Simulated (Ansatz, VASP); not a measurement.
**MgO: VASP beside Ansatz**

The input INCAR:

```
SYSTEM = MgO
PREC = Accurate
ENCUT = 520
EDIFF = 1E-6
ISMEAR = -1
SIGMA = 0.03
LREAL = .FALSE.
LASPH = .TRUE.
NELM = 80
ALGO = Normal
ISIF = 2
LWAVE = .FALSE.
LCHARG = .FALSE.
GGA = PE
NBANDS = 11
```

The input KPOINTS:

```
Automatic mesh
0
G
  9 9 9
  0 0 0
```

Contents of POSCAR:

```
MgO
1.0
    0.0000000000      2.1410000000      2.1410000000
    2.1410000000      0.0000000000      2.1410000000
    2.1410000000      2.1410000000      0.0000000000
Mg O
1 1
Direct
    0.0000000000      0.0000000000      0.0000000000
    0.5000000000      0.5000000000      0.5000000000
```

Input for Ansatz:

```yaml
crystal:
  lattice:
    - [0.0, 2.141, 2.141]
    - [2.141, 0.0, 2.141]
    - [2.141, 2.141, 0.0]
  atoms:
    - { symbol: Mg, position: [0.0, 0.0, 0.0] }
    - { symbol: O, position: [0.5, 0.5, 0.5] }
hamiltonian:
  xc: pbe
  pseudopotentials: { kind: paw }
basis:
  ecutwfc: 420
kpoints:
  mp_grid: { grid: [9, 9, 9] }
scf:
  occupations: { method: fermi_dirac, width: 0.03 }
  lower_state_search: "off"
  algorithm: density_mixing
  max_iter: 50
  mixing: { algorithm: anderson, ndim: 1, beta: 1.0, preconditioner: kerker }
output:
  forces: true
  stress: true
```

Alike in both runs: task single point; functional PBE; k mesh 9 × 9 × 9; occupations fermi-dirac, width 0.03 eV; no spin polarisation.

```csv
,VASP,Ansatz
version,VASP 6.6.1,Ansatz 0.2.0
potentials or method,"VASP PAW PBE potentials, release 64 (Mg, O)","PAW, plane waves, scalar-relativistic"
plane-wave cutoff (eV),520,420
valence electrons in the cell,8,16
```

```csv
,VASP,Ansatz,Ansatz less VASP
pressure (GPa),-3.6,-2.8,+0.75
```

The two sets of potentials don't hold the same shells in valence.
